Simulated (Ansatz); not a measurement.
Ansatz input

```yaml
crystal:
  lattice:
    - [2.3979048294, 0.0, 0.0]
    - [0.0, 2.3979048294, 0.0]
    - [0.0, 0.0, 2.3979048294]
  atoms:
    - { symbol: Cr, position: [0.0, 0.0, 0.0], spin: 1.5 }
hamiltonian:
  xc: pbe
  pseudopotentials:
    kind: paw
    azcp:
      Cr: "pseudopotentials/Cr.paw.azcp"
basis:
  ecutwfc: 420
  fft_grid_basis: typed
kpoints:
  mp_grid: { grid: [15, 15, 15], shift: [0, 0, 0] }
magnetization:
  spin_polarized: true
scf:
  occupations: { method: fermi_dirac, width: 0.05 }
  lower_state_search: "off"
output:
  stress: true
  write_density: true
  write_potential: true
  elf: true
  volumetric_format: npy
```

Output

```
Engine: ansatz 0.2.0, x86_64-unknown-linux-gnu
Pseudopotentials: kind: paw
Pseudopotential: Cr, paw, valence charge 14, recommended cutoff 420 eV (normal) 
Functional definition: PBE
  parameter kappa = 0.804
  parameter beta = 0.06672455060314922
  exchange = pbe_x(kappa = kappa, mu = beta*pi^2/3)
  correlation = pbe_c(beta = beta)
Crystal: 1 atoms, lattice volume = 13.788 Å³
Basis set: ecut = 420 eV, 257 PW (Γ)
Bands: 12, of which v1, the nominal top of the filled ones, is band 7 counted from 1 (6 counted from 0)
Symmetry: 48 space group operations
Space group: Pm-3m (ITA 221), of the structure as read, at distance tolerance 2.4e-5 Å
Magnetic group: BNS 221.92 (UNI 1594), of the structure as read, at distance tolerance 2.4e-5 Å
k-points: 120 of 3375
Non-local potential: Cr, projectors of the file, l = 0: 3, l = 1: 2, l = 2: 3, l = 3: 1
PAW form: soft (Blöchl's): semilocal exchange-correlation on the pseudo side does not see the compensation charge
PAW one-centre angular grid: Cr, 590 points (default); XC on 64 Gauss nodes
Initial density: superposition of atomic densities (chi_scale 0.1, normalization cell)
Starting moments: Σ|m| = 1.5 μB on 1 of 1 site
Initial wavefunctions: pseudopotential atomic-orbital guess
Functional: x = pbe(κ = 0.804, μ = 0.2195149727645171), c = pbe(β = 0.06672455060314922)
SCF iter   1: F=—  HF=-3377.547224 eV  |F-HF|=—  |Δ(HF+E_count)|=         —  Δρ=1.81e-1 (↑1.81e-1 ↓4.64e-2)  dr2=4.23e0  dr2_m=1.05e0  M=0.552 μB ∫|m|=0.557 μB  β_m=0.30  ethr=3.10e-3  ⟨swp⟩=3.6  Hψ=13276  notcnv=0
SCF iter   2: F=—  HF=-3376.801541 eV  |F-HF|=—  |Δ(HF+E_count)|=   7.46e-1  Δρ=1.05e-1 (↑1.05e-1 ↓4.04e-2)  dr2=1.09e0  dr2_m=5.13e-1  M=0.540 μB ∫|m|=0.548 μB  β_m=0.30  ethr=3.10e-3  ⟨swp⟩=2.8  Hψ=7376  notcnv=0  defer=92
SCF iter   3: F=—  HF=-3376.600423 eV  |F-HF|=—  |Δ(HF+E_count)|=   2.01e-1  Δρ=4.93e-2 (↑4.27e-2 ↓4.93e-2)  dr2=4.09e-2  dr2_m=2.42e-1  M=0.539 μB ∫|m|=0.548 μB  β_m=0.30  ethr=3.10e-3  ⟨swp⟩=2.7  Hψ=5537  notcnv=0  defer=89
SCF iter   4: F=—  HF=-3376.609270 eV  |F-HF|=—  |Δ(HF+E_count)|=   8.85e-3  Δρ=3.66e-2 (↑3.66e-2 ↓3.21e-2)  dr2=2.54e-3  dr2_m=1.49e-1  M=0.505 μB ∫|m|=0.513 μB  β_m=0.30  ethr=2.92e-4  ⟨swp⟩=2.3  Hψ=7128  notcnv=0  defer=60
SCF iter   5: F=—  HF=-3376.625349 eV  |F-HF|=—  |Δ(HF+E_count)|=   1.61e-2  Δρ=2.77e-2 (↑2.63e-2 ↓2.77e-2)  dr2=3.61e-4  dr2_m=9.18e-2  M=0.476 μB ∫|m|=0.483 μB  β_m=0.30  ethr=1.81e-5  ⟨swp⟩=2.4  Hψ=5442  notcnv=0  defer=60
SCF iter   6: F=—  HF=-3376.637490 eV  |F-HF|=—  |Δ(HF+E_count)|=   1.21e-2  Δρ=2.22e-2 (↑2.21e-2 ↓2.22e-2)  dr2=1.37e-5  dr2_m=6.21e-2  M=0.442 μB ∫|m|=0.449 μB  β_m=0.30  ethr=2.58e-6  ⟨swp⟩=2.0  Hψ=5526  notcnv=0  defer=60
SCF iter   7: F=—  HF=-3376.644037 eV  |F-HF|=—  |Δ(HF+E_count)|=   6.55e-3  Δρ=1.90e-2 (↑1.90e-2 ↓1.85e-2)  dr2=3.27e-5  dr2_m=4.43e-2  M=0.408 μB ∫|m|=0.415 μB  β_m=0.30  ethr=9.78e-8  ⟨swp⟩=2.0  Hψ=4614  notcnv=0  defer=60
...
SCF iter  19: F=-3376.666412 eV  HF=-3376.666412 eV  |F-HF|=2.59e-10  |Δ(HF+E_count)|=   6.59e-9  Δρ=1.47e-6 (↑1.47e-6 ↓8.16e-7)  dr2=6.44e-11  dr2_m=1.51e-10  M=-0.000 μB ∫|m|=0.000 μB  β_m=1.00  ethr=1.21e-11  ⟨swp⟩=3.9  Hψ=11457  notcnv=0
SCF iter  20: F=-3376.666412 eV  HF=-3376.666412 eV  |F-HF|=5.91e-12  |Δ(HF+E_count)|=  5.33e-10  Δρ=2.75e-7 (↑2.75e-7 ↓1.37e-7)  dr2=4.11e-12  dr2_m=4.00e-12  M=-0.000 μB ∫|m|=0.000 μB  ethr=1.00e-12  ⟨swp⟩=3.0  Hψ=10808  notcnv=0
WARN: the starting moments were not kept: the SCF closed with an absolute magnetisation of 3.3e-6 μB, where they sum to 1.5 μB in size (1 site). That is at most 0.1 of that sum. Measured as dr2_m measures the in/out step, that magnetisation stands 9.0e-12 eV from none, at or under the dr2_threshold of 1.0e-7 eV: it is no larger than a step whose dr2_m would equal this threshold. The system may hold no moment; this SCF shows only that its start led to no more than that. To try another start: raise the starting moments (crystal.atoms[].spin, magnetization.per_species, magnetization.initial_magnetization, or on a non-collinear deck that types none of these the spinor_matrix: blocks that start its atoms; where the total moment is fixed, keep their sum and leave initial_magnetization as it is; typed ones take the place of any that the run laid by itself, positive ones on a crystal's lanthanoids without a Hubbard term where scf.initial_density.shell_occupations: [] is typed) or, if the notice of its spin-set hold's release reads "site moments contracting" or "site moments show no strong build", lengthen the hold (scf.mixing.spin_hold: { on: { confirm: 4 } }; for m-r²SCAN on two components see the key's manual first). Each may lead to a state that holds a moment. A second SCF, from the converged charge density, with the starting moments and any scf.initial_density.shell_occupations laid on it anew, would have followed, and was not run: the deck does not ask for one (magnetization.retry_lost_moments is false, the default). To let it run, set magnetization.retry_lost_moments: true and run the deck again, where that key's refused combinations let it; where memory then withholds it, that run's warning says so.
SCF 1 converged in 20 iterations: F = -3376.666412 eV  dr2 = 4.11e-12
SCF converged after 20 iterations
Magnetization: -0.0000 μB (7.0000 up, 7.0000 down)
Absolute magnetization: 0.0000 μB (∫|ρ↑−ρ↓|, with the PAW one-centre terms)
Spin contamination: 0.0000 ħ² per cell (⟨S²⟩ above its minimum at these occupations)
Per-site moments (μB) at R_I (Å): [(-2.4493249522448174e-6, 0.9891357421274999)]
Free energy (F): -3376.666412 eV
Harris-Foulkes:  -3376.666412 eV  (|F-HF|=5.91e-12)
Internal energy: -3376.649304 eV  (E = F + TS)
E sigma→0 (E₀):  -3376.657858 eV
Entropy (-TS):   -0.017107 eV (-17.107 meV/atom)
Fermi energy:    15.782048 eV
--- Per-component energies (eV) ---
  E_band       = -191.532669
  E_kinetic    = 342.694950
  E_local      = -1394.388387  (includes V_loc(G=0)·N_el)
  E_nonlocal   = 80.862448
  E_hartree    = 599.219211
  E_xc         = -138.747665
  E_vxc        = -176.918806  (∫ρ·V_xc dr)
  E_paw        = -1196.542746  (= ΣΔE_a)
  E_vpaw       = -242.221607  (= ΣTr[D̂ρ^β])
  E_aug_tail   = 0.000400  (compensation charges beyond the density's cutoff)
  E_ewald      = -1669.747514
  E_smearing   = -0.017107  (= −TS)
  E_closure    = 0.000000  (closes the sum)
  Σ components = -3376.666412   (vs F -3376.666412, Δ=0.00e0)
--- Stress (GPa, compression-positive) ---
      -11.522744       0.000000       0.000000
       -0.000000     -11.522744       0.000000
        0.000000       0.000000     -11.522744
  P = ⅓ Tr σ = -11.5227 GPa (-115.227 kbar)
--- Band table (eV; the first three rows and the last of 240) ---
  k-point 0 ↑: bands = ["-55.8896", "-26.7622", "-26.7622", "-26.7622", "8.7105", "12.9212", "12.9212", "18.0548", "18.0548", "18.0548", "34.4513", "34.4513"]
  k-point 1 ↑: bands = ["-55.8842", "-26.7993", "-26.7591", "-26.7591", "8.8440", "12.9491", "13.0122", "17.9672", "17.9672", "18.0616", "33.1706", "34.6495"]
  k-point 2 ↑: bands = ["-55.8690", "-26.9036", "-26.7502", "-26.7502", "9.2318", "13.0289", "13.2749", "17.7264", "17.7264", "18.0807", "30.8856", "35.2229"]
  k-point 119 ↓: bands = ["-55.5333", "-27.3619", "-27.3607", "-27.3607", "13.1791", "13.2478", "13.2478", "19.1764", "19.1764", "26.8729", "28.1549", "28.8267"]
```

Launched by

```sh
ansatz run input.yaml --threads 1 --pin off --max-ram 3584MiB --backend cpu --events-out ev --progress --plain --runs-dir out
```

On 1 thread of Intel(R) Xeon(R) Platinum 8259CL CPU @ 2.50GHz (Skylake/Cascade Lake) (shared host) this took about 14 s of wall time and 14 s of CPU time.
